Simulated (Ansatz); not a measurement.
Reaction (substitution at a C–C bond): `C=CCCC=C` + `N=C[SeH]` → `C=C[Se]C=N` + `C=CCC`

Program: Ansatz. Geometries: PBE0-D4/def2-TZVP. ΔE: electronic, gas phase. CCSD(T)/CBS adds triple-zeta CCSD(T) − MP2 to the extrapolated MP2 energy (def2 sets, frozen cores). DFT in def2-TZVPP. For Se outer-core shells are correlated without core-valence functions, which leaves a few kJ/mol of doubt a bond. Scalar relativity is left out up to krypton. Each species was taken in one conformer, which may not be the lowest.

`C=CCCC=C`:

```xyz
16

C     2.189   -0.926   -0.815
C     1.511    0.213   -0.806
C     0.065    0.359   -1.143
C    -0.769    0.911    0.022
C    -0.827   -0.019    1.187
C    -1.943   -0.516    1.702
H     1.712   -1.864   -1.085
H     3.241   -0.964   -0.559
H     2.028    1.130   -0.524
H    -0.036    1.048   -1.990
H    -0.342   -0.605   -1.462
H    -1.783    1.128   -0.326
H    -0.331    1.866    0.340
H     0.129   -0.307    1.617
H    -2.918   -0.259    1.297
H    -1.926   -1.195    2.547
```

`N=C[SeH]`:

```xyz
6

N    -0.807    0.458   -1.082
C    -0.151    0.140   -0.058
Se    1.127   -1.266   -0.159
H    -1.452    1.221   -0.886
H    -0.232    0.598    0.932
H     1.516   -1.152    1.252
```

`C=C[Se]C=N`:

Cartesian coordinates in Å:
```
C 1.374 -1.913 -0.373
C 0.541 -0.938 -0.041
Se 0.481 0.749 -0.889
C -0.929 1.484 0.146
N -1.336 2.654 -0.068
H 1.351 -2.856 0.161
H 2.099 -1.817 -1.173
H -0.177 -1.060 0.766
H -1.312 0.791 0.905
H -2.093 2.905 0.564
```

`C=CCC`:

Z-matrix (Å, degrees):
```
C
C 1 1.492
C 1 1.525 2 112.5
H 1 1.094 2 109.5 3 122.8
H 1 1.097 2 109.0 3 -120.9
C 2 1.325 1 125.3 3 -120.1
H 2 1.090 1 115.8 3 59.0
H 3 1.093 1 111.1 2 -58.0
H 3 1.092 1 111.2 2 -178.0
H 3 1.092 1 110.9 2 61.6
H 6 1.086 2 121.3 1 -0.7
H 6 1.084 2 121.7 1 179.5
```

| level | ΔE (kcal/mol) | difference from CCSD(T)/CBS |
| --- | --- | --- |
| ωB97M-V | 1.1 | 0.4 |
| r2SCAN | -1.0 | -1.7 |
| HF/def2-TZVPP | 2.5 | 1.8 |
| SCS-MP2/def2-TZVPP | 0.1 | -0.6 |
| CCSD(T)/def2-TZVPP | 0.6 | -0.1 |
| HF/def2-QZVPP | 2.5 | 1.8 |
| MP2/def2-QZVPP | -0.3 | -1.0 |
| SCS-MP2/def2-QZVPP | 0.1 | -0.6 |
| HF/CBS(def2) | 2.5 | 1.8 |
| MP2/CBS(def2) | -0.3 | -1.0 |
| CCSD(T)/CBS | 0.7 | 0 |

Largest T1 diagnostic among the species: 0.012.

From PBE to PBE0 (25 % exact exchange), in def2-TZVPP and without D4, ΔE moves by +1.3 kcal/mol. In def2-TZVPP, CCSD(T) changes the Hartree–Fock value by −2.0 kcal/mol (the triples alone add −0.6 kcal/mol) and MP2 by −2.9 kcal/mol.

CCSD(T)/CBS has its own doubt, a few kJ/mol and more with outer-core shells, so smaller differences from it don't rank the levels.
